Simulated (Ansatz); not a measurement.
The system is SrO.

```
Sr O
1.0
     3.55329    0.00000    0.00000
    -1.77664    3.07724    0.00000
     0.00000    0.00000    6.21730
Sr O
2 2
Direct
  0.66667 0.33333 0.75000
  0.33333 0.66667 0.25000
  0.00000 0.00000 0.50000
  0.00000 0.00000 0.00000
```

Measurements of this composition are mostly on another form, of space group No. 225.

```yaml
Program: Ansatz 0.2.0
Task: single point
Functional: PBE
Potentials_or_basis: all-electron LAPW, scalar-relativistic
Cutoff: 216 eV (chosen from the basis error)
Basis_error_allowed: 0.001 eV/atom
k_mesh: 9 × 9 × 5
Occupations: fermi-dirac, width 0.05 eV
Spin: no spin polarisation
```

On this cell: pressure 1.4 GPa; largest force under 0.003 eV/Å; band gap on the k mesh 3.08 eV, direct.

The same run follows on a disturbed copy (atoms moved at random, drawn with an rms of 0.05 Å):

```
Sr O
1.0
     3.55329    0.00000    0.00000
    -1.77664    3.07724    0.00000
     0.00000    0.00000    6.21730
Sr O
2 2
Direct
  0.66887 0.33901 0.74337
  0.33363 0.66100 0.25798
  0.00485 0.01542 0.50486
  0.01035 0.00087 0.99605
```

Q: What does the disturbed cell give?

A: The energy moves by +13.0 meV/atom; pressure 1.7 GPa; largest force 0.818 eV/Å; band gap on the k mesh 3.06 eV, direct.

Forces in eV/Å, atoms in the order of the input:
```
Sr   0.040  0.021  0.817
Sr  -0.010  0.153 -0.799
O    0.024 -0.151 -0.351
O   -0.054 -0.024  0.333
```

Stress tensor (GPa, compression positive):
```
 1.84  0.01 -0.03
 0.01  1.78 -0.10
-0.03 -0.10  1.39
```

Caveats: an odd mesh through Γ misses points on the zone boundary, where band edges often lie.
